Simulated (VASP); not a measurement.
AgCl (Chlorargyrite), 2 atoms in the cell. Symmetry: Fm-3m, No. 225, cubic system. Conventional cell: a = 5.606 Å, b = 5.606 Å, c = 5.606 Å, α = 90.00°, β = 90.00°, γ = 90.00°. Ag (site symmetry m-3m) is surrounded by 6 Cl at 2.80 Å. Cl (site symmetry m-3m) has 6 Ag at 2.80 Å as nearest neighbours. 

* Program: VASP 6.6.1
* Task: relaxation of cell and atoms
* Functional: PBE
* Potentials or basis: VASP PAW PBE potentials, release 64 (Ag, Cl)
* Cutoff: 600 eV
* k mesh: 8 × 8 × 8
* Occupations: gaussian, width 0.03 eV
* Spin: no spin polarisation
* Further INCAR settings: ALGO = Normal; EDIFF = 1e-07; IBRION = 2; EDIFFG = -0.005; NSW = 90; ISIF = 3

Potentials or basis: VASP PAW PBE potentials, release 64 (Ag, Cl).

Run with:

```bash
$ cat potpaw_PBE.64/Ag/POTCAR potpaw_PBE.64/Cl/POTCAR > POTCAR
$ mpirun -np 1 vasp_std > vasp.out
```

Hardware: 1 thread of Intel(R) Xeon(R) 6975P-C (Granite Rapids), with other jobs on the host.

How long does it take, and how much memory?

Run time: 7 s on 1 thread of Intel(R) Xeon(R) 6975P-C (Granite Rapids) (shared host), peak memory 0.18 GiB. Counts: scf iterations 12, k points 29, ion steps 1.
